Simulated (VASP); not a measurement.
# MgO in VASP: one cell, several levels of theory, part 2 of 2

VASP 6.6.1, plane waves, PAW. Earlier steps stand in the parts before.

### 3 r2SCAN at this geometry

File INCAR:

```
ENCUT = 520.000000
SIGMA = 0.010000
EDIFF = 1.00e-07
ALGO = Normal
METAGGA = R2SCAN
PREC = Accurate
IBRION = -1
ISIF = 2
ISMEAR = 0
NBANDS = 11
NELM = 120
NSW = 0
LASPH = .TRUE.
LCHARG = .TRUE.
LELF = .TRUE.
LWAVE = .FALSE.
LREAL = .FALSE.
```

File KPOINTS:

```
KPOINTS created by Atomic Simulation Environment
0
Gamma
10 10 10
0 0 0
```

File KPOINTS_OPT:

```
special points
6
Reciprocal
0.0000000000 0.0000000000 0.0000000000 1
0.5000000000 0.0000000000 0.5000000000 1
0.6250000000 0.2500000000 0.6250000000 1
0.3750000000 0.3750000000 0.7500000000 1
0.5000000000 0.5000000000 0.5000000000 1
0.5000000000 0.2500000000 0.7500000000 1
```

File POSCAR:

```
Mg O
 1.0000000000000000
     0.0000000000000000    2.0811457412999999    2.0811457412999999
     2.0811457412999999    0.0000000000000000    2.0811457412999999
     2.0811457412999999    2.0811457412999999    0.0000000000000000
 Mg  O
   1   1
Cartesian
  0.0000000000000000  0.0000000000000000  0.0000000000000000
  2.0811457412999999  2.0811457412999999  2.0811457412999999
```

Started as:

```console
$ mpirun -np 1 vasp_std
```

Printed to the terminal (iteration lines stand in OSZICAR):

```text
POSCAR found type information on POSCAR MgO
 POSCAR found :  2 types and       2 ions
 -----------------------------------------------------------------------------
|                                                                             |
|                                                                             |
|     You enforced a specific xc type in the INCAR file but a different       |
|     I HOPE YOU KNOW WHAT YOU ARE DOING!                                     |
|                                                                             |
 -----------------------------------------------------------------------------

 LDA part: xc-table for (None), standard interpolation
 POSCAR, INCAR and KPOINTS ok, starting setup
 FFT: planning ... GRIDC
 FFT: planning ... GRID_SOFT
 FFT: planning ... GRID
 WAVECAR not read
 entering main loop
 Start KPOINTS_OPT (optional k-point list driver)
k-point batch [1-6\6]
```

OSZICAR:

```text
N       E                     dE             d eps       ncg     rms          rms(c)
DAV:   1     0.923990798651E+01    0.92399E+01   -0.47879E+03  1162   0.677E+02
DAV:   2    -0.192008536611E+02   -0.28441E+02   -0.27591E+02  1177   0.144E+02
DAV:   3    -0.198163040969E+02   -0.61545E+00   -0.61511E+00  1270   0.182E+01
DAV:   4    -0.198178944522E+02   -0.15904E-02   -0.15903E-02  1109   0.108E+00
DAV:   5    -0.198179002389E+02   -0.57867E-05   -0.57867E-05  1220   0.637E-02    0.686E+00
DAV:   6    -0.160819554798E+02    0.37359E+01   -0.53186E+00  1070   0.128E+01    0.194E+00
DAV:   7    -0.161466588141E+02   -0.64703E-01   -0.24652E-01  1169   0.362E+00    0.144E+00
DAV:   8    -0.161587445149E+02   -0.12086E-01   -0.62093E-02  1067   0.238E+00    0.532E-01
DAV:   9    -0.161553437074E+02    0.34008E-02   -0.10481E-02  1112   0.681E-01    0.145E-01
DAV:  10    -0.161552374550E+02    0.10625E-03   -0.11421E-03  1133   0.244E-01    0.218E-02
DAV:  11    -0.161552552768E+02   -0.17822E-04   -0.10652E-05  1163   0.302E-02    0.626E-03
DAV:  12    -0.161552571487E+02   -0.18719E-05   -0.29978E-07  1163   0.389E-03    0.375E-03
DAV:  13    -0.161552568804E+02    0.26835E-06   -0.97685E-07  1112   0.661E-03    0.959E-05
DAV:  14    -0.161552566308E+02    0.24956E-06   -0.44923E-09   568   0.603E-04    0.990E-05
DAV:  15    -0.161552565577E+02    0.73137E-07   -0.64950E-10   571   0.159E-04
   1 F= -.16155257E+02 E0= -.16155257E+02  d E =-.196866E-53
       N       E                     dE             ncg
DAV:   1     0.805376430921E+03   -0.19300E+04      148
DAV:   2     0.631421968241E+03   -0.17395E+03      158
DAV:   3     0.628035717400E+03   -0.33863E+01      165
DAV:   4     0.628029521646E+03   -0.61958E-02      138
DAV:   5     0.628029498804E+03   -0.22842E-04      156
DAV:   6     0.628029498693E+03   -0.11107E-06      147
DAV:   7     0.628029498692E+03   -0.12128E-08      135
```

Parts of OUTCAR:

```text
k-points           NKPTS =     47   k-points in BZ     NKDIM =     47   number of bands    NBANDS=     11

   NELECT =       8.0000    total number of electrons

   dimension x,y,z NGX =    24 NGY =   24 NGZ =   24
   dimension x,y,z NGXF=    48 NGYF=   48 NGZF=   48

  energy-cutoff  :      520.00
  volume of cell :       18.03
      direct lattice vectors                 reciprocal lattice vectors
     0.000000000  2.081145741  2.081145741    -0.240252276  0.240252276  0.240252276
     2.081145741  0.000000000  2.081145741     0.240252276 -0.240252276  0.240252276
     2.081145741  2.081145741  0.000000000     0.240252276  0.240252276 -0.240252276

 k-points in reciprocal lattice and weights: KPOINTS created by Atomic Simulation Env
   0.00000000  0.00000000  0.00000000       0.001
   0.10000000  0.00000000  0.00000000       0.008
   0.20000000  0.00000000  0.00000000       0.008
   0.30000000  0.00000000  0.00000000       0.008
   0.40000000  0.00000000  0.00000000       0.008
   0.50000000  0.00000000  0.00000000       0.004
   0.10000000  0.10000000  0.00000000       0.006
   0.20000000  0.10000000  0.00000000       0.024
[... 39 more k-points ...]

 E-fermi :   3.1489

 k-point     1 :       0.0000    0.0000    0.0000
  band No.  band energies     occupation
      1     -15.3440      2.00000
      2       3.0427      2.00000
      3       3.0427      2.00000
      4       3.0427      2.00000
      5       9.0157      0.00000
      6      20.0861      0.00000
      7      20.0861      0.00000
      8      20.0861      0.00000
      9      24.3350      0.00000
     10      26.1418      0.00000
     11      26.1418      0.00000

 k-point     2 :       0.1000    0.0000    0.0000
  band No.  band energies     occupation
      1     -15.2331      2.00000
      2       2.4044      2.00000
      3       2.9690      2.00000
      4       2.9690      2.00000
      5       9.6294      0.00000
      6      18.8346      0.00000
      7      20.3525      0.00000
      8      20.3525      0.00000
      9      25.4720      0.00000
     10      25.4720      0.00000
     11      26.0917      0.00000

 k-point     3 :       0.2000    0.0000    0.0000
  band No.  band energies     occupation
      1     -14.9292      2.00000
      2       1.0519      2.00000
      3       2.7820      2.00000
      4       2.7820      2.00000
      5      10.8388      0.00000
      6      17.3366      0.00000
      7      20.9143      0.00000
      8      20.9143      0.00000
      9      24.7907      0.00000
     10      24.7907      0.00000
     11      27.3650      0.00000

 k-point     4 :       0.3000    0.0000    0.0000
  band No.  band energies     occupation
      1     -14.5202      2.00000
      2      -0.3336      2.00000
      3       2.5620      2.00000
      4       2.5620      2.00000
      5      11.7601      0.00000
      6      16.7646      0.00000
      7      21.1246      0.00000
      8      21.1246      0.00000
      9      25.2649      0.00000
     10      25.2649      0.00000
     11      26.7934      0.00000

 k-point     5 :       0.4000    0.0000    0.0000
  band No.  band energies     occupation
      1     -14.1545      2.00000
      2      -1.3523      2.00000
      3       2.3921      2.00000
      4       2.3921      2.00000
      5      12.0579      0.00000
      6      17.0304      0.00000
      7      20.9501      0.00000
      8      20.9501      0.00000
      9      26.2045      0.00000
     10      26.6505      0.00000
     11      26.6505      0.00000

 k-point     6 :       0.5000    0.0000    0.0000
  band No.  band energies     occupation
      1     -14.0047      2.00000
      2      -1.7295      2.00000
      3       2.3289      2.00000
      4       2.3289      2.00000
      5      12.0821      0.00000
      6      17.2784      0.00000
      7      20.8451      0.00000
      8      20.8451      0.00000
      9      25.9874      0.00000
     10      27.4910      0.00000
     11      27.4910      0.00000

 k-point     7 :       0.1000    0.1000    0.0000
  band No.  band energies     occupation
      1     -15.1973      2.00000
      2       2.3408      2.00000
      3       2.8805      2.00000
      4       2.8805      2.00000
      5       9.8319      0.00000
      6      18.4151      0.00000
      7      20.4926      0.00000
      8      20.4926      0.00000
      9      24.2619      0.00000
     10      26.4677      0.00000
     11      26.7154      0.00000

 k-point     8 :       0.2000    0.1000    0.0000
  band No.  band energies     occupation
      1     -14.9610      2.00000
      2       1.3459      2.00000
      3       2.6858      2.00000
      4       2.7110      2.00000
      5      10.8540      0.00000
      6      17.1554      0.00000
      7      20.9129      0.00000
      8      20.9953      0.00000
      9      23.1582      0.00000
     10      26.3159      0.00000
     11      28.5010      0.00000

 k-point     9 :       0.3000    0.1000    0.0000
  band No.  band energies     occupation
      1     -14.5896      2.00000
      2       0.0793      2.00000
      3       2.4508      2.00000
      4       2.4673      2.00000
      5      11.9416      0.00000
      6      16.4336      0.00000
      7      20.7096      0.00000
      8      21.3446      0.00000
      9      23.4800      0.00000
     10      26.4656      0.00000
     11      28.3042      0.00000

 k-point    10 :       0.4000    0.1000    0.0000
  band No.  band energies     occupation
      1     -14.2090      2.00000
      2      -0.9888      2.00000
      3       2.1774      2.00000
      4       2.3059      2.00000
      5      12.4681      0.00000
      6      16.6402      0.00000
      7      20.1382      0.00000
      8      21.2866      0.00000
      9      24.8370      0.00000
     10      27.3721      0.00000
     11      27.8023      0.00000

 k-point    11 :       0.5000    0.1000    0.0000
  band No.  band energies     occupation
      1     -13.9832      2.00000
      2      -1.5488      2.00000
      3       1.9908      2.00000
      4       2.2546      2.00000
      5      12.5608      0.00000
      6      17.1071      0.00000
      7      19.8387      0.00000
      8      21.1431      0.00000
      9      26.1104      0.00000
     10      27.5860      0.00000
     11      27.8003      0.00000

 k-point    12 :      -0.4000    0.1000    0.0000
  band No.  band energies     occupation
      1     -14.0316      2.00000
      2      -1.4277      2.00000
      3       1.9517      2.00000
      4       2.3297      2.00000
      5      12.5656      0.00000
      6      17.0205      0.00000
      7      19.9036      0.00000
      8      21.1832      0.00000
      9      26.5228      0.00000
     10      26.7233      0.00000
     11      27.6305      0.00000

 k-point    13 :      -0.3000    0.1000    0.0000
  band No.  band energies     occupation
      1     -14.3269      2.00000
      2      -0.6672      2.00000
      3       2.0773      2.00000
      4       2.5082      2.00000
      5      12.3831      0.00000
      6      16.5769      0.00000
      7      20.2670      0.00000
      8      21.4534      0.00000
      9      24.5927      0.00000
     10      26.3945      0.00000
     11      27.9622      0.00000

 k-point    14 :      -0.2000    0.1000    0.0000
  band No.  band energies     occupation
      1     -14.7217      2.00000
      2       0.4925      2.00000
      3       2.3440      2.00000
      4       2.7300      2.00000
      5      11.6119      0.00000
      6      16.7190      0.00000
      7      20.6485      0.00000
      8      21.5131      0.00000
      9      23.4888      0.00000
     10      25.7063      0.00000
     11      28.4557      0.00000

 k-point    15 :      -0.1000    0.1000    0.0000
  band No.  band energies     occupation
      1     -15.0591      2.00000
      2       1.6767      2.00000
      3       2.6914      2.00000
      4       2.9097      2.00000
      5      10.4374      0.00000
      6      17.7287      0.00000
      7      20.6355      0.00000
      8      20.7943      0.00000
      9      24.1349      0.00000
     10      25.6049      0.00000
     11      27.7911      0.00000

 k-point    16 :       0.2000    0.2000    0.0000
  band No.  band energies     occupation
      1     -14.8074      2.00000
      2       0.9962      2.00000
      3       2.4868      2.00000
      4       2.4868      2.00000
      5      11.5360      0.00000
      6      16.1893      0.00000
      7      21.4406      0.00000
      8      21.5079      0.00000
      9      21.5079      0.00000
     10      27.4279      0.00000
     11      31.0680      0.00000

[... the tables of k-points 17 to 47 left out ...]

  Total        0.4723484      0.4723484      0.4723484      0.0000000      0.0000000      0.0000000
  in kB       41.9793320     41.9793320     41.9793320      0.0000000      0.0000000      0.0000000
  external PRESSURE =      41.9793320 kB  Pullay stress =       0.0000000 kB

 POSITION                                       TOTAL-FORCE (eV/Angst)
 -----------------------------------------------------------------------------------
      0.00000      0.00000      0.00000         0.000000     -0.000000      0.000000
      2.08115      2.08115      2.08115        -0.000000      0.000000     -0.000000
 -----------------------------------------------------------------------------------
    total drift:                               -0.000000     -0.000000      0.000000

  FREE ENERGIE OF THE ION-ELECTRON SYSTEM (eV)
  ---------------------------------------------------
  free  energy   TOTEN  =       -16.1552565577 eV

  energy  without entropy=      -16.1552565577  energy(sigma->0) =      -16.15525656
```

Hardware: 1 MPI rank of Intel Xeon Platinum 8488C, shared host.

The levels at the points of KPOINTS_OPT are read from vasprun.xml.

Levels at the named points, in eV from the top of band v (v: the last filled band by count, c: the next):

```tsv
point	v−1	v	c	c+1
Γ	0.00	0.00	5.97	17.04
X	-1.43	-1.43	10.08	11.47
U	-2.81	-1.22	11.24	13.36
K	-2.81	-1.22	11.24	13.36
L	-0.71	-0.71	9.04	14.24
W	-3.08	-1.84	12.95	12.95
```

Gap with r2SCAN: 5.97 eV, direct (Γ). Pressure: 4.20 GPa; the forces vanish within 0.01 eV/Å.

The maps below are laid out on this run's own conventional cell (a, b, c = 4.162, 4.162, 4.162 Å).

Density in a lattice plane of the grid's cell (edges 4.16 and 4.16 Å, at 0.000 of the third edge), which holds Mg and O.

Ten even steps from ' ' (0.04 e/Å³) to '@' (8.09 e/Å³):
```
                ..::++##%%##++::..              
                ....--==++==--....              
                    ..::::::..                  
                                                
                                                
                                                
::::..                                      ..::
++==--....                              ....--==
%%##++::..                              ..::++##
@@@@**--..                              ..--**@@
%%##++::..                              ..::++##
++==--....                              ....--==
::::..                                      ..::
                                                
                                                
                                                
                    ..::::::..                  
                ....--==++==--....              
                ..::++##%%##++::..              
                ..--**@@@@@@**--..              
```
Columns run along the first of these edges and rows up along the second, over one cell in 24 and 20 even steps from the bottom left corner. Atoms in the plane (fractional): Mg at (0.00, 0.00), Mg at (0.50, 0.50), O at (0.00, 0.50), O at (0.50, 0.00).

ELF in the same plane.

Values, 12 rows by 12 columns:
```
0.00 0.00 0.12 0.56 0.80 0.80 0.68 0.80 0.80 0.56 0.12 0.00
0.23 0.12 0.06 0.25 0.63 0.80 0.83 0.80 0.63 0.25 0.06 0.12
0.67 0.56 0.25 0.09 0.25 0.56 0.67 0.56 0.25 0.09 0.25 0.56
0.83 0.80 0.63 0.25 0.06 0.12 0.23 0.12 0.06 0.25 0.63 0.80
0.68 0.80 0.80 0.56 0.12 0.00 0.00 0.00 0.12 0.56 0.80 0.80
0.28 0.68 0.83 0.67 0.23 0.00 0.00 0.00 0.23 0.67 0.83 0.68
0.68 0.80 0.80 0.56 0.12 0.00 0.00 0.00 0.12 0.56 0.80 0.80
0.83 0.80 0.63 0.25 0.06 0.12 0.23 0.12 0.06 0.25 0.63 0.80
0.67 0.56 0.25 0.09 0.25 0.56 0.67 0.56 0.25 0.09 0.25 0.56
0.23 0.12 0.06 0.25 0.63 0.80 0.83 0.80 0.63 0.25 0.06 0.12
0.00 0.00 0.12 0.56 0.80 0.80 0.68 0.80 0.80 0.56 0.12 0.00
0.00 0.00 0.23 0.67 0.83 0.68 0.28 0.68 0.83 0.67 0.23 0.00
```
Columns run along the first of these edges and rows up along the second, over one cell in 12 and 12 even steps from the bottom left corner. Atoms in the plane (fractional): Mg at (0.00, 0.00), Mg at (0.50, 0.50), O at (0.00, 0.50), O at (0.50, 0.00).

Both are smooth fields of the valence electrons: close to the nuclei they are not physical.

Outside the cores ELF peaks at 0.84 in the shell around O, 0.6 Å from O.

### 4 Results

This closing draws on all 2 parts.

```
 level  gap (eV)  pressure (GPa)  Ansatz: gap (eV)  Ansatz: pressure (GPa)
   PBE      5.08           10.42              5.10                   11.12
r2SCAN      5.97            4.20              6.00                    5.36
```

The gap spans 5.08 eV (PBE) to 5.97 eV (r2SCAN). The pressure is highest with PBE (10.4 GPa) and lowest with r2SCAN (4.2 GPa), which orders the cells that they would relax to. The two programs agree on the gap within 0.03 eV, far less than the spread between functionals. The two codes have different PAW datasets and cutoffs. VASP's cell holds 8 valence electrons and Ansatz's 16.
